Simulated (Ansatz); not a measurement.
# Moving the share of exact exchange in LiH

```
Li H
1.0
     0.00000    2.03675    2.03675
     2.03675    0.00000    2.03675
     2.03675    2.03675    0.00000
Li H
1 1
Cartesian
  0.0000 0.0000 0.0000
  2.0368 2.0368 2.0368
```

Kept alike: task single point; k mesh 6 × 6 × 6; occupations fermi-dirac, width 0.05 eV; no spin polarisation. Program: Ansatz, Ansatz PAW, cutoff 420 eV. The mesh is that of the run's cell of 2 atoms. No spin-orbit coupling.

| share of exact exchange, α | band gap (eV) | pressure (GPa) |
| --- | --- | --- |
| 0 | 3.018 | -1.62 |
| 0.1 | 3.679 | -1.80 |
| 0.15 | 4.015 | -1.88 |
| 0.25 | 4.697 | -2.06 |
| 0.35 | 5.391 | -2.23 |
| 0.5 | 6.453 | -2.49 |

The k mesh is coarse, so the values aren't converged. Pressure is positive in compression, with a Pulay correction for the finite cutoff. A gap read on the mesh alone can miss an edge between its points. All rows use potentials made for PBE. The mesh is thin for exact exchange.

What does the share of exact exchange change here?

The band gap rises from 3.018 to 6.453 eV between 0 and 0.5. Exact exchange pulls filled levels down against empty ones, so the gap grows nearly in line with its share. The mean slope is +6.87 eV per unit of share. The pressure falls from -1.62 to -2.49 GPa between 0 and 0.5. Exact exchange shortens the bonds here, so the pressure at fixed cell falls.
